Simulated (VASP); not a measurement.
# ZnSe (Stilleite) (F-43m) in VASP: a series of runs, part 2 of 2

VASP 6.6.1. The steps go on from the part before.

### Step 4. Relaxation of the atoms, r2SCAN (a relaxed cell with its volume scaled by 1.02)

INCAR reads:

```
PREC = Accurate
ENCUT = 600
EDIFF = 1E-7
ISMEAR = 0
SIGMA = 0.03
LREAL = False
LASPH = True
NELM = 80
ALGO = Normal
ISIF = 2
LWAVE = False
LCHARG = False
METAGGA = R2SCAN
LMIXTAU = True
IBRION = 2
NSW = 40
EDIFFG = -0.01
```

KPOINTS reads:

```
regular mesh
0
Gamma
  8 8 8
```

POSCAR reads:

```
ZnSe                                    
1.0
    0.0000000000      2.8525674344      2.8525674344
    2.8525674344      0.0000000000      2.8525674344
    2.8525674344      2.8525674344      0.0000000000
  Zn              Se            
     1     1
Direct
     0.0000000000000000    0.0000000000000000    0.0000000000000000
     0.2500000000000000    0.2500000000000000    0.2500000000000000
```

Potentials or basis: VASP PAW PBE potentials, release 64 (Zn, Se).

The run is started by

```sh
cat potpaw_PBE.64/Zn/POTCAR potpaw_PBE.64/Se/POTCAR > POTCAR
mpirun -np 1 vasp_std > vasp.out
```

OUTCAR:

```text
PREC = Accurate
   ENCUT = 600
   EDIFF = 1E-7
   ISMEAR = 0
   LREAL = False
   LASPH = True
   NELM = 80
   ISIF = 2
   METAGGA = R2SCAN
   IBRION = 2
   NSW = 40
   EDIFFG = -0.01

 ion  position               nearest neighbor table
   1  0.000  0.000  0.000-   2 2.47   2 2.47   2 2.47   2 2.47
   2  0.250  0.250  0.250-   1 2.47   1 2.47   1 2.47   1 2.47

  LATTYP: Found a face centered cubic cell.
 ALAT       =     5.7051348688

  Lattice vectors:

 A1 = (   0.0000000000,   2.8525674344,   2.8525674344)
 A2 = (   2.8525674344,   0.0000000000,   2.8525674344)
 A3 = (   2.8525674344,   2.8525674344,   0.0000000000)

Analysis of symmetry for initial positions (statically):
=====================================================================
 Subroutine PRICEL returns:
 Original cell was already a primitive cell.

 Routine SETGRP: Setting up the symmetry group for a
 face centered cubic supercell.

 Subroutine GETGRP returns: Found 24 space group operations
 (whereof 24 operations were pure point group operations)
 out of a pool of 48 trial point group operations.

The static configuration has the point symmetry T_d .
[... 168 lines left out ...]
 Fermi energy:         1.3348515377

 k-point     1 :       0.0000    0.0000    0.0000
  band No.  band energies     occupation
      1     -12.4541      2.00000
      2      -5.4967      2.00000
      3      -5.4967      2.00000
      4      -5.4967      2.00000
      5      -5.1086      2.00000
      6      -5.1086      2.00000
      7       1.1294      2.00000
      8       1.1294      2.00000
      9       1.1294      2.00000
     10       2.9110      0.00000
     11       7.4515      0.00000
     12       7.4517      0.00000
     13       7.4517      0.00000
[... 354 lines left out ...]
  band No.  band energies     occupation
      1     -11.5430      2.00000
      2      -5.3850      2.00000
      3      -5.3518      2.00000
      4      -5.1402      2.00000
      5      -5.1025      2.00000
      6      -4.9117      2.00000
      7      -3.7028      2.00000
      8      -1.2307      2.00000
      9      -0.3083      2.00000
     10       5.7985      0.00000
     11       7.1063      0.00000
     12       9.0366      0.00000
     13      10.3000      0.00000

 [... further k-points ...]
[... 5 lines left out ...]
  --------------------------------------------------------------------------------------
  -------------------------------------------------------------------------------------
  Total       -0.3681946     -0.3681946     -0.3681946      0.0000000      0.0000000      0.0000000
  in kB      -12.7072112    -12.7072112    -12.7072112      0.0000000      0.0000000      0.0000000
  external PRESSURE =     -12.7072112 kB  Pullay stress =       0.0000000 kB

 VOLUME and BASIS-vectors are now :
 -----------------------------------------------------------------------------
  energy-cutoff  :      600.00
  volume of cell :       46.42
      direct lattice vectors                 reciprocal lattice vectors
     0.000000000  2.852567434  2.852567434    -0.175280694  0.175280694  0.175280694
     2.852567434  0.000000000  2.852567434     0.175280694 -0.175280694  0.175280694
     2.852567434  2.852567434  0.000000000     0.175280694  0.175280694 -0.175280694

 POSITION                                       TOTAL-FORCE (eV/Angst)
 -----------------------------------------------------------------------------------
      0.00000      0.00000      0.00000        -0.000000     -0.000000     -0.000000
      1.42628      1.42628      1.42628         0.000000      0.000000      0.000000
 -----------------------------------------------------------------------------------
    total drift:                                0.000024      0.000024      0.000024

  FREE ENERGIE OF THE ION-ELECTRON SYSTEM (eV)
  ---------------------------------------------------
  free  energy   TOTEN  =       -24.9069891503 eV

  energy  without entropy=      -24.9069891503  energy(sigma->0) =      -24.90698915

 reached required accuracy - stopping structural energy minimisation
```

OSZICAR:

```text
N       E                     dE             d eps       ncg     rms          rms(c)
DAV:   1     0.742557839482E+02    0.74256E+02   -0.10001E+04   754   0.178E+03
DAV:   2    -0.211714040591E+02   -0.95427E+02   -0.91266E+02   809   0.302E+02
DAV:   3    -0.276293191210E+02   -0.64579E+01   -0.64226E+01   929   0.767E+01
DAV:   4    -0.276976406845E+02   -0.68322E-01   -0.68303E-01   809   0.845E+00
[... 10 lines left out ...]
DAV:  15    -0.249069872928E+02   -0.46505E-05   -0.54893E-06  1019   0.513E-02    0.348E-03
DAV:  16    -0.249069892133E+02   -0.19205E-05   -0.14254E-06   805   0.230E-02    0.216E-03
DAV:  17    -0.249069893786E+02   -0.16526E-06   -0.43651E-07   799   0.105E-02    0.673E-04
DAV:  18    -0.249069891777E+02    0.20089E-06   -0.77700E-08   557   0.572E-03    0.209E-04
DAV:  19    -0.249069891503E+02    0.27358E-07   -0.19112E-08   422   0.145E-03
   1 F= -.24906989E+02 E0= -.24906989E+02  d E =-.249070E+02
```

Run time: 33 s. Hardware: 1 thread of Intel Xeon 6975P-C (Granite Rapids), shared host; peak memory 0.2 GiB.

What came out:

| Quantity | Value |
| --- | --- |
| Free energy | -24.9070 eV |
| Pressure after relaxing | -1.3 GPa |
| Band gap on the k mesh | 1.78 eV, direct |

Final structure:
```
Zn Se
1.0
     0.00000    2.85257    2.85257
     2.85257    0.00000    2.85257
     2.85257    2.85257    0.00000
Zn Se
1 1
Direct
  0.00000 0.00000 0.00000
  0.25000 0.25000 0.25000
```

Caveat: the relaxation stopped at its first step, so nothing moved; the PAW data sets were made with another functional, which shifts forces and pressure a little.

### Step 5. Relaxation of the atoms, r2SCAN (a relaxed cell with its volume scaled by 1.04)

INCAR is that of step 4.

KPOINTS is that of step 4.

POSCAR reads:

```
ZnSe                                    
1.0
    0.0000000000      2.8710911185      2.8710911185
    2.8710911185      0.0000000000      2.8710911185
    2.8710911185      2.8710911185      0.0000000000
  Zn              Se            
     1     1
Direct
     0.0000000000000000    0.0000000000000000    0.0000000000000000
     0.2500000000000000    0.2500000000000000    0.2500000000000000
```

The run is started by

```sh
cat potpaw_PBE.64/Zn/POTCAR potpaw_PBE.64/Se/POTCAR > POTCAR
mpirun -np 1 vasp_std > vasp.out
```

Wall time 34 s (1 thread of Intel Xeon 6975P-C (Granite Rapids), shared host); peak memory 0.2 GiB.

Results (log left out):

```yaml
Free_energy: -24.8965 eV
Pressure_after_relaxing: -2.4 GPa
Band_gap_on_the_k_mesh: 1.70 eV, direct
```

Final structure:
```
Zn Se
1.0
     0.00000    2.87109    2.87109
     2.87109    0.00000    2.87109
     2.87109    2.87109    0.00000
Zn Se
1 1
Direct
  0.00000 0.00000 0.00000
  0.25000 0.25000 0.25000
```

Levels at points of the mesh, in eV from the valence-band top:
```csv
k point,band 6,band 7,band 8,band 9,band 10,band 11,band 12,band 13
"(0.00, 0.00, 0.00)",-6.19,0.00,0.00,0.00,1.70,6.33,6.33,6.33
"(0.50, 0.00, 0.00)",-6.05,-5.05,-0.83,-0.83,2.98,6.87,6.87,8.95
"(0.50, 0.50, 0.00)",-6.03,-4.62,-2.09,-2.09,3.42,3.87,11.20,11.79
```

Caveat: the relaxation stopped at its first step, so nothing moved; the PAW data sets were made with another functional, which shifts forces and pressure a little.

### Step 6. Relaxation of the atoms, r2SCAN (a relaxed cell with its volume scaled by 1.06)

INCAR is that of step 5.

KPOINTS is that of step 5.

POSCAR reads:

```
ZnSe                                    
1.0
    0.0000000000      2.8893788162      2.8893788162
    2.8893788162      0.0000000000      2.8893788162
    2.8893788162      2.8893788162      0.0000000000
  Zn              Se            
     1     1
Direct
     0.0000000000000000    0.0000000000000000    0.0000000000000000
     0.2500000000000000    0.2500000000000000    0.2500000000000000
```

Potentials or basis: VASP PAW PBE potentials, release 64 (Zn, Se).

The run is started by

```sh
cat potpaw_PBE.64/Zn/POTCAR potpaw_PBE.64/Se/POTCAR > POTCAR
mpirun -np 1 vasp_std > vasp.out
```

It took 51 s on 1 thread of Intel Xeon 6975P-C (Granite Rapids), shared host; peak memory 0.22 GiB.

The run converged. Its results:

```
Free energy             : -24.8804 eV
Pressure after relaxing : -3.4 GPa
Band gap on the k mesh  : 1.62 eV, direct
```

Final structure:
```
Zn Se
1.0
     0.00000    2.88938    2.88938
     2.88938    0.00000    2.88938
     2.88938    2.88938    0.00000
Zn Se
1 1
Cartesian
  0.0000 0.0000 0.0000
  1.4447 1.4447 1.4447
```

Levels at points of the mesh, in eV from the valence-band top:
```tsv
k point	band 5	band 6	band 7	band 8	band 9	band 10	band 11	band 12	band 13
(0.00, 0.00, 0.00)	-6.15	-6.15	0.00	0.00	0.00	1.62	6.33	6.33	6.33
(0.50, 0.00, 0.00)	-6.14	-6.02	-4.93	-0.80	-0.80	2.94	6.87	6.87	8.88
(0.50, 0.50, 0.00)	-6.11	-6.00	-4.53	-2.02	-2.02	3.46	3.86	11.06	11.65
```

Caveat: the relaxation stopped at its first step, so nothing moved; the PAW data sets were made with another functional, which shifts forces and pressure a little.

### Step 7. The runs side by side

| cell | gap on the mesh (eV) | pressure (GPa) |
| --- | --- | --- |
| atoms relaxed from: a relaxed cell with its volume scaled by 0.98 | 1.96 | 1.4 |
| atoms relaxed | 1.87 | 0.0 |
| atoms relaxed from: a relaxed cell with its volume scaled by 1.02 | 1.78 | -1.3 |
| atoms relaxed from: a relaxed cell with its volume scaled by 1.04 | 1.70 | -2.4 |
| atoms relaxed from: a relaxed cell with its volume scaled by 1.06 | 1.62 | -3.4 |

Alike in all rows: task relaxation of the atoms; level r2SCAN; potentials or basis VASP PAW PBE potentials, release 64 (Zn, Se); no spin polarisation; k mesh 8 × 8 × 8; cutoff (eV) 600; smearing gaussian 0.03 eV.

Caveats: the relaxation stopped at its first step, so nothing moved; the PAW data sets were made with another functional, which shifts forces and pressure a little.

Total energies depend on the potentials used, so only differences within one code and one set of settings carry meaning.

### Step 8. How close it comes

Step 3. Measured gap of ZnSe: 2.695 eV (an exciton energy, a little under the gap; 300 K; “Alloy Disordering Effects on the Thermal Conductivity and Energy Gap Temperature Dependence of Cd1−xZnxSe Ternary Crystals Grown by the Bridgman Method”, 2023, pmc:10253836). This calculation gives 1.87 eV (-0.83 eV). Spin-orbit coupling on Se is left out. The value is that of r2SCAN, without temperature or zero-point motion.
